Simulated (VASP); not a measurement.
# TiO2 (Anatase) (I4_1/amd) in VASP: notebook

The runs below take TiO2 (Anatase) through single point, with PBE.

All numbers are computed with VASP 6.6.1; they aren't measurements. Logs are shortened: lines on timing, memory, paths and dates and some standing lists are left out, and cuts for length are marked.

## (1) The structure

Symmetry: I4_1/amd, No. 141, tetragonal system. The conventional cell has a = 3.784 Å, b = 3.784 Å, c = 9.515 Å, α = 90.00°, β = 90.00°, γ = 90.00°. Ti (site symmetry -4m2) has 6 O at 1.93 to 1.98 Å as nearest neighbours. Around O (site symmetry 2mm) lie 3 Ti at 1.93 to 1.98 Å.

## (2) Single point, PBE

Input file INCAR:

```
SYSTEM = TiO2
ADDGRID = .FALSE.
ALGO = Normal
EDIFF = 1E-5
ENCUT = 520
GGA = PE
ISIF = 2
ISMEAR = 0
LASPH = .TRUE.
LCHARG = .FALSE.
LREAL = .FALSE.
LWAVE = .FALSE.
NELM = 100
PREC = Accurate
SIGMA = 0.05
```

Input file KPOINTS:

```
k-points
0
G
  7 7 7
  0 0 0
```

Input file POSCAR:

```
TiO2
1.0
   -1.8921000000      1.8921000000      4.7573000000
    1.8921000000     -1.8921000000      4.7573000000
    1.8921000000      1.8921000000     -4.7573000000
Ti O
2 4
Direct
    0.7500000000      0.2500000000      0.5000000000
    0.0000000000      0.0000000000      0.0000000000
    0.7919000000      0.7919000000      0.0000000000
    0.5419000000      0.0419000000      0.5000000000
    0.9581000000      0.4581000000      0.5000000000
    0.2081000000      0.2081000000      0.0000000000
```

Potentials or basis: VASP PAW PBE potentials, release 64 (Ti, O).

Run with:

```
$ cat potpaw_PBE.64/Ti/POTCAR potpaw_PBE.64/O/POTCAR > POTCAR
$ mpirun -np 1 vasp_std > vasp.out
```

OUTCAR:

```text
SYSTEM = TiO2
   EDIFF = 1E-5
   ENCUT = 520
   GGA = PE
   ISIF = 2
   ISMEAR = 0
   LASPH = .TRUE.
   LREAL = .FALSE.
   NELM = 100
   PREC = Accurate

 Found     40 irreducible k-points:

 Following reciprocal coordinates:
            Coordinates               Weight
  0.000000  0.000000  0.000000      1.000000
  0.142857  0.000000  0.000000      8.000000
  0.285714  0.000000  0.000000      8.000000
  0.428571 -0.000000  0.000000      8.000000
  0.142857  0.142857  0.000000      8.000000
  0.285714  0.142857  0.000000     16.000000
   k-points           NKPTS =     40   k-points in BZ     NKDIM =     40   number of bands    NBANDS=     20
   number of dos      NEDOS =    301   number of ions     NIONS =      6
   total plane-waves  NPLWV =  74088
   dimension x,y,z NGX =    42 NGY =   42 NGZ =   42
   dimension x,y,z NGXF=    84 NGYF=   84 NGZF=   84
   ions per type =               2   4
   NGX,Y,Z   is equivalent  to a cutoff of  12.79, 12.79, 12.79 a.u.
   NGXF,Y,Z  is equivalent  to a cutoff of  25.58, 25.58, 25.58 a.u.
 SYSTEM =  TiO2
   PREC   = accura    normal or accurate (medium, high low for compatibility)
   ISTART =      0    job   : 0-new  1-cont  2-samecut
   ICHARG =      2    charge: 1-file 2-atom 10-const
   ISPIN  =      1    spin polarized calculation?
   LNONCOLLINEAR =      F non collinear calculations
   LSORBIT =      F    spin-orbit coupling
   LASPH  =      T    aspherical Exc in radial PAW
   ENCUT  =  520.0 eV  38.22 Ry    6.18 a.u.  10.15 10.15 10.15*2*pi/ulx,y,z
   NELM   =    100;   NELMIN=  2; NELMDL= -5     # of ELM steps
   EDIFF  = 0.1E-04   stopping-criterion for ELM
   LREAL  =      F    real-space projection
   EDIFFG = 0.1E-03   stopping-criterion for IOM
   NSW    =      0    number of steps for IOM
   IBRION =     -1    ionic relax: 0-MD 1-quasi-New 2-CG
   NFREE  =      0    steps in history (QN), initial steepest desc. (CG)
   ISIF   =      2    stress and relaxation
   ISYM   =      2    0-nonsym 1-usesym 2-fastsym
   POTIM  = 0.5000    time-step for ionic-motion
   TEBEG  =    0.0;   TEEND  =   0.0 temperature during run
   PSTRESS=    0.0 pullay stress
   NELECT =      32.0000    total number of electrons
   NUPDOWN=      -1.0000    fix difference up-down
   EMIN   =  10.00;   EMAX   =-10.00  energy-range for DOS
[... 5 lines left out ...]
     AMIX     =   0.40;   BMIX     =  1.00
     AMIX_MAG =   1.60;   BMIX_MAG =  1.00
  volume/ion in A,a.u.               =      11.35        76.62
  Fermi-wavevector in a.u.,A,eV,Ry     =   1.272590  2.404847 22.034444  1.619486
  Thomas-Fermi vector in A             =   2.405460
   LORBIT       =      0    0 simple, 1 ext, 2 COOP (PROOUT), +10 PAW based schemes
   GGA     = PE    functional components
   LHFCALC =     F    Hartree Fock is set to
   AEXX    =    0.0000 exact exchange contribution
   IVDW    =     0    specifies the selected vdW correction
   LEPSILON=     F    determine dielectric tensor
   LRPA    =     F    only Hartree local field effects (RPA)
 non-spin polarized calculation
 Gauss-broadening in eV      SIGMA  =   0.05
  energy-cutoff  :      520.00
  volume of cell :       68.13
 maximum number of plane-waves:      1850
 NGX is ok and might be reduce to    42
   NGX = 21   NGY = 21   NGZ = 21

 number of electron      31.9999990 magnetization

 Free energy of the ion-electron system (eV)
  ---------------------------------------------------
  ext. energy  EPLUGINS =         0.00000000
  ---------------------------------------------------
  free energy    TOTEN  =       -52.91461618 eV

  energy without entropy =      -52.91461618  energy(sigma->0) =      -52.91461618

 E-fermi :   0.9216     XC(G=0): -10.5262

 val. band max:        0.7064865807   @ k =  -0.4286   0.4286   0.0000
 cond. band min:       2.6434239868   @ k =   0.0000   0.0000   0.0000
 fundamental gap:      1.9369374062
 Fermi energy:         0.9216495143

 k-point     1 :       0.0000    0.0000    0.0000
  band No.  band energies     occupation
      1     -16.9986      2.00000
      2     -15.9509      2.00000
      3     -15.9386      2.00000
      4     -15.4722      2.00000
      5      -3.2711      2.00000
      6      -3.1547      2.00000
[... 12 lines left out ...]
     19       4.4741      0.00000
     20       4.4912      0.00000

 k-point     2 :       0.1429    0.0000    0.0000
  band No.  band energies     occupation
      1     -16.9024      2.00000
      2     -15.9273      2.00000
      3     -15.8898      2.00000
      4     -15.4661      2.00000
      5      -3.4585      2.00000
      6      -3.2710      2.00000
[... 12 lines left out ...]
     19       4.0268      0.00000
     20       4.2391      0.00000

 k-point     3 :       0.2857    0.0000    0.0000
  band No.  band energies     occupation
      1     -16.6814      2.00000
      2     -15.8386      2.00000
      3     -15.7999      2.00000
      4     -15.4619      2.00000
      5      -3.8819      2.00000
      6      -3.2289      2.00000
[... 12 lines left out ...]
     19       3.9205      0.00000
     20       4.1001      0.00000

 k-point     4 :       0.4286   -0.0000    0.0000
  band No.  band energies     occupation
      1     -16.5070      2.00000
      2     -15.7424      2.00000
      3     -15.6832      2.00000
      4     -15.5133      2.00000
      5      -3.9014      2.00000
      6      -3.3283      2.00000
[... 12 lines left out ...]
     19       4.0679      0.00000
     20       4.1459      0.00000

 k-point     5 :       0.1429    0.1429    0.0000
  band No.  band energies     occupation
      1     -16.7795      2.00000
      2     -15.9239      2.00000
      3     -15.8377      2.00000
      4     -15.4726      2.00000
      5      -3.5259      2.00000
      6      -3.3739      2.00000
[... 12 lines left out ...]
     19       3.8659      0.00000
     20       4.1805      0.00000

 k-point     6 :       0.2857    0.1429    0.0000
  band No.  band energies     occupation
      1     -16.5374      2.00000
      2     -15.8519      2.00000
      3     -15.7444      2.00000
      4     -15.4723      2.00000
      5      -3.9061      2.00000
      6      -3.4084      2.00000
[... 12 lines left out ...]
     19       3.9602      0.00000
     20       4.1732      0.00000

 [... further k-points ...]
[... 5 lines left out ...]
  --------------------------------------------------------------------------------------
  -------------------------------------------------------------------------------------
  Total        3.5466431      3.5466431      3.7476810      0.0000000      0.0000000      0.0000000
  in kB       83.4102390     83.4102390     88.1382643      0.0000000      0.0000000      0.0000000
  external PRESSURE =      84.9862475 kB  Pullay stress =       0.0000000 kB

 VOLUME and BASIS-vectors are now :
 -----------------------------------------------------------------------------
  energy-cutoff  :      520.00
  volume of cell :       68.13
      direct lattice vectors                 reciprocal lattice vectors
    -1.892100000  1.892100000  4.757300000     0.000000000  0.264256646  0.105101633
     1.892100000 -1.892100000  4.757300000     0.264256646  0.000000000  0.105101633
     1.892100000  1.892100000 -4.757300000     0.264256646  0.264256646  0.000000000

 POSITION                                       TOTAL-FORCE (eV/Angst)
 -----------------------------------------------------------------------------------
      0.00000      1.89210      2.37865        -0.000000     -0.000000     -0.000000
      0.00000      0.00000      0.00000        -0.000000     -0.000000      0.000000
      0.00000      0.00000      7.53461        -0.000000      0.000000     -0.166876
      0.00000      1.89210      0.39866         0.000000     -0.000000     -0.166876
      0.00000      1.89210      4.35864         0.000000     -0.000000      0.166876
      0.00000      0.00000      1.97999        -0.000000      0.000000      0.166876
 -----------------------------------------------------------------------------------
    total drift:                                0.000000      0.000000      0.000000

  FREE ENERGIE OF THE ION-ELECTRON SYSTEM (eV)
  ---------------------------------------------------
  free  energy   TOTEN  =       -52.9146161778 eV

  energy  without entropy=      -52.9146161778  energy(sigma->0) =      -52.91461618
```

Run time: 84 s. Hardware: 1 thread of Intel Xeon Platinum 8488C (Sapphire Rapids), shared host; peak memory 0.27 GiB.

The run converged, but some of its settings lie outside the range that counts as converged, so its numbers aren't taken as properties of the crystal.

Results:

| Property | Result |
| --- | --- |
| Free energy | -52.9146 eV |
| Pressure | 8.5 GPa |
| Largest force | 0.167 eV/Å |
| Band gap on the k mesh | 1.94 eV, indirect (least direct gap 2.26 eV) |

Caveat: an odd mesh through Γ misses points on the zone boundary, where band edges often lie.

## (3) Single point, PBE

INCAR is that of step 2.

KPOINTS is that of step 2.

Input file POSCAR:

```
TiO2
1.0
   -1.8921000000      1.8921000000      4.7573000000
    1.8921000000     -1.8921000000      4.7573000000
    1.8921000000      1.8921000000     -4.7573000000
Ti O
2 4
Direct
    0.7634100000      0.2505420000      0.5022120000
    0.0240310000     -0.0225460000     -0.0109780000
    0.8032660000      0.7916050000      0.0039110000
    0.5255800000      0.0234350000      0.4817660000
    0.9615640000      0.4693800000      0.5068500000
    0.1853180000      0.2146180000     -0.0384270000
```

Potentials or basis: VASP PAW PBE potentials, release 64 (Ti, O).

Run with:

```
$ cat potpaw_PBE.64/Ti/POTCAR potpaw_PBE.64/O/POTCAR > POTCAR
$ mpirun -np 1 vasp_std > vasp.out
```

It took 4.9 min on 1 thread of Intel Xeon Platinum 8488C (Sapphire Rapids), shared host; peak memory 0.39 GiB.

The run converged, but some of its settings lie outside the range that counts as converged, so its numbers aren't taken as properties of the crystal.

What came out:

- Free energy: -52.4987 eV
- Pressure: 12.0 GPa
- Largest force: 3.049 eV/Å
- Band gap on the k mesh: 2.19 eV, indirect (least direct gap 2.63 eV)

Caveat: an odd mesh through Γ misses points on the zone boundary, where band edges often lie.

## (4) For comparison

An earlier run on the cell as given: functional PBEsol; potentials or basis VASP PAW PBE potentials, release 64 (Ti_sv, O); cutoff 520 eV; k mesh 10 × 10 × 10; occupations fermi-dirac, width 0.05 eV; no spin polarisation.

- Pressure: -0.4 GPa
- Largest force: 0.012 eV/Å
- Band gap on the k mesh: 2.06 eV, indirect (least direct gap 2.40 eV)
